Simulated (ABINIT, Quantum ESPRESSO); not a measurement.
This is a calculation of Na2S for ABINIT 10.8.3 (patched build). 

File run.abi:

```
# Pseudopotentials
pp_dirpath "./"
pseudos "S.GGA_PBE-JTH.xml, Na.GGA_PBE-JTH.xml"

# Structure
structure "poscar:POSCAR"
natom 3

# Plane-wave basis
ecut 40.0
pawecutdg 62.0

# k points
kptopt 1
ngkpt 7 7 7
nshiftk 1
shiftk 0.0 0.0 0.0

# Exchange and correlation
ixc 11

# Bands and occupations
nband 16
occopt 3
tsmear 0.00183747

# SCF cycle
nstep 100
tolvrs 1.0e-9

# Output
iomode 3
prtwf 0
prtden 0
prteig 0
prtebands 0
enunit 1
```

Contents of POSCAR:

```
Na2S
1.0
    0.0000000000      3.2735000000      3.2735000000
    3.2735000000      0.0000000000      3.2735000000
    3.2735000000      3.2735000000      0.0000000000
S Na
1 2
Direct
    0.0000000000      0.0000000000      0.0000000000  S
    0.7500000000      0.7500000000      0.7500000000  Na
    0.2500000000      0.2500000000      0.2500000000  Na
```

Potentials or basis: JTH PAW PBE v2.0.

Command:

```sh
$ abinit run.abi > log 2>&1
```

**Question.** What does the same run look like in Quantum ESPRESSO 7.5? Potentials or basis there: SSSP 1.3 efficiency PBE, cutoff 748 eV.

**Answer.** As run (cutoffs and basis follow the program's own potentials, and thresholds, step limits or extra output files can differ):

Contents of pw.in:

```
&CONTROL
  calculation = 'scf'
  prefix = 'pwscf'
  outdir = './tmp'
  pseudo_dir = './pseudo'
  tprnfor = .true.
  tstress = .true.
  disk_io = 'low'
/
&SYSTEM
  ibrav = 0
  nat = 3
  ntyp = 2
  ecutwfc = 55
  ecutrho = 440
  nbnd = 19
  occupations = 'smearing'
  smearing = 'fd'
  degauss = 0.00367493
/
&ELECTRONS
  conv_thr = 6d-10
  electron_maxstep = 120
  mixing_beta = 0.5
/
ATOMIC_SPECIES
S     32.0600 s_pbe_v1.4.uspp.F.UPF
Na    22.9898 na_pbe_v1.5.uspp.F.UPF
CELL_PARAMETERS angstrom
   0.0000000000    3.2735000000    3.2735000000
   3.2735000000    0.0000000000    3.2735000000
   3.2735000000    3.2735000000    0.0000000000
ATOMIC_POSITIONS crystal
S      0.0000000000    0.0000000000    0.0000000000
Na     0.7500000000    0.7500000000    0.7500000000
Na     0.2500000000    0.2500000000    0.2500000000
K_POINTS automatic
7 7 7 0 0 0
```

Contents of pp_density.in:

```
&INPUTPP
  prefix = 'pwscf'
  outdir = './tmp'
  filplot = 'density.dat'
  plot_num = 0
/
&PLOT
  nfile = 1
  filepp(1) = 'density.dat'
  iflag = 3
  output_format = 6
  fileout = 'density.cube'
/
```

pp_potential.in

```
&INPUTPP
  prefix = 'pwscf'
  outdir = './tmp'
  filplot = 'potential.dat'
  plot_num = 11
/
&PLOT
  nfile = 1
  filepp(1) = 'potential.dat'
  iflag = 3
  output_format = 6
  fileout = 'potential.cube'
/
```

Potentials or basis: SSSP 1.3 efficiency PBE.

The run is started by

```bash
$ OMP_NUM_THREADS=1 pw.x -in pw.in > pw.out
$ OMP_NUM_THREADS=1 pp.x -in pp_density.in > pp_density.out
$ OMP_NUM_THREADS=1 pp.x -in pp_potential.in > pp_potential.out
```

Both were run:

|  | ABINIT | Quantum ESPRESSO |
| --- | --- | --- |
| Pressure | 0.5 GPa | 0.4 GPa |

Pressure is positive in compression.
